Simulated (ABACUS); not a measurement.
**C: relaxation of cell and atoms with B86bPBE**

The system is C.

```xyz
2
Lattice="0.0000 1.7834 1.7834 1.7834 0.0000 1.7834 1.7834 1.7834 0.0000" Properties=species:S:1:pos:R:3 pbc="T T T"
C     0.8917    0.8917    0.8917
C     0.0000    0.0000    0.0000
```

This isn't the form of C at room conditions, which is graphite.

| Property | Result |
| --- | --- |
| Program | ABACUS 3.10.1 |
| Task | relaxation of cell and atoms |
| Functional | B86bPBE |
| Potentials or basis | PseudoDojo NC SR 0.4.1 PBE standard |
| Cutoff | 1116 eV |
| Density cutoff | 4463 eV |
| Basis | plane waves |
| k mesh | 10 × 10 × 10 |
| Occupations | fermi-dirac, width 0.05 eV |
| Spin | no spin polarisation |
| Max steps of the relaxation | 60 |
| Force threshold | 0.02 eV/Å |
| Optimiser | cg |
| Stress threshold | 0.5 kbar |
| Radial cutoff of the potentials (pseudo_rcut) | 10 bohr |
| SCF threshold on the density | 1e-08 |
| Max SCF steps | 100 |
| Eigensolver | dav |
| Mixing | broyden |
| Mixing share | 0.7 |
| Symmetry key | 1 |
| Bands | 8 |

| Item | Value |
| --- | --- |
| Relaxed volume | 5.72 Å³/atom |
| Relaxed cell | a = 2.529 Å, b = 2.529 Å, c = 2.529 Å, α = 60.00°, β = 60.00°, γ = 60.00° |
| Space group after relaxing (to 0.05 Å) | Fd-3m (No. 227) |
| Energy gained by relaxing | 0.5 meV/atom |
| Ionic steps | 3 |
| Pressure after relaxing | 0.0 GPa |
| Band gap on the k mesh | 4.26 eV, indirect (least direct gap 5.62 eV) |

Step by step:
| step | energy change (eV) | largest force (eV/Å) | pressure (GPa) | volume (Å³) |
| --- | --- | --- | --- | --- |
| 1 | 0.0000 | 0.0000 | 3.51 | 11.34 |
| 2 | 0.0007 | 0.0000 | -4.47 | 11.56 |
| 3 | -0.0010 | 0.0000 | 0.00 | 11.44 |

Final structure:
```
C
1.0
     0.00000    1.78816    1.78816
     1.78816    0.00000    1.78816
     1.78816    1.78816    0.00000
C
2
Direct
  0.25000 0.25000 0.25000
  0.00000 0.00000 0.00000
```

Levels at points of the mesh, in eV from the valence-band top:
```
           k point  band 1  band 2  band 3  band 4
(0.00, 0.00, 0.00)  -21.35    0.00    0.00    0.00
(0.50, 0.50, 0.50)  -15.63  -13.26   -2.79   -2.79
(0.50, 0.50, 0.00)  -12.70  -12.70   -6.25   -6.25
```

It took 2.2 s on 4 MPI ranks on AMD EPYC 9R45 96-Core Processor (Zen 5), with other jobs on the host, peak memory 0.36 GiB a rank.

Caveat: the potentials were made for another functional, which shifts forces and pressure. A k mesh can miss the band edges.
